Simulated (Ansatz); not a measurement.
## An elastic constant from a strain scan in ScAl3

Method: Ansatz, DFT PBEsol, scalar-relativistic, plane waves, PAW. Cutoff 420 eV, Γ-centred 12×12×12 k-points, Gaussian smearing of 0.15 eV. No spin polarisation. Energies are free energies at this smearing, counted from the undisturbed cell; pressure is positive in compression.

The undisturbed cell (relaxed at this level; it needn't be the usual structure):

```
CELL_PARAMETERS angstrom
4.07130 0.00000 0.00000
0.00000 4.07130 0.00000
0.00000 0.00000 4.07130
ATOMIC_POSITIONS crystal
Sc 0.00000 0.00000 0.00000
Al 0.50000 0.00000 0.50000
Al 0.00000 0.50000 0.50000
Al 0.50000 0.50000 0.00000
```

The cell is strained by ε times the Voigt pattern (0, 0, 0, 1, 0, 0) (xx, yy, zz, yz, xz, xy; engineering shear) with fractional coordinates fixed. The cell holds 4 atoms in V0 = 67.48 Å³. The stress column is τ = (1/V0) dE/dε, got from the stress tensor σ (compression positive) at each point as −det(1 + εP) σ : P(1 + εP)⁻¹, with P the pattern as a tensor.

| ε | ΔE (meV/atom) | τ (GPa) |
| --- | --- | --- |
| -0.0875 | 31.453 | -6.880 |
| -0.0750 | 23.054 | -5.881 |
| -0.0625 | 15.969 | -4.885 |
| -0.0500 | 10.189 | -3.896 |
| -0.0375 | 5.711 | -2.911 |
| -0.0250 | 2.526 | -1.929 |
| -0.0125 | 0.627 | -0.958 |
| 0.0000 | 0.000 | 0.000 |
| 0.0125 | 0.627 | 0.958 |
| 0.0250 | 2.526 | 1.929 |
| 0.0375 | 5.711 | 2.911 |
| 0.0500 | 10.189 | 3.896 |
| 0.0625 | 15.969 | 4.885 |
| 0.0750 | 23.054 | 5.881 |
| 0.0875 | 31.453 | 6.880 |
| 0.1000 | ? | ? |

Task: Which combination of elastic constants does this scan measure, and how large is it?

Result: For small ε, τ = τ0 + Kε with K = pᵀCp, which for this pattern is C44 in the cubic axes. The parabola through τ at ε = -0.0125, 0 and 0.0125 has slope K = 77 GPa at zero. The energies per cell, E = NΔE, of the same two points give K = 2[E(ε₊)/ε₊ − E(ε₋)/ε₋]/[(ε₊ − ε₋)V0] = 76 GPa, in agreement.

Task: Predict the withheld row at ε = 0.1000 from the harmonic law, and compare.

Result: ΔE = V0(τ0 ε + Kε²/2)/N = 40.353 meV/atom and τ = 7.66 GPa. The calculation gives 41.171 meV/atom and 7.89 GPa, a miss of 2.0 % of the harmonic energy, so the harmonic law still holds here.

In a metal these slopes depend on the k mesh and the smearing.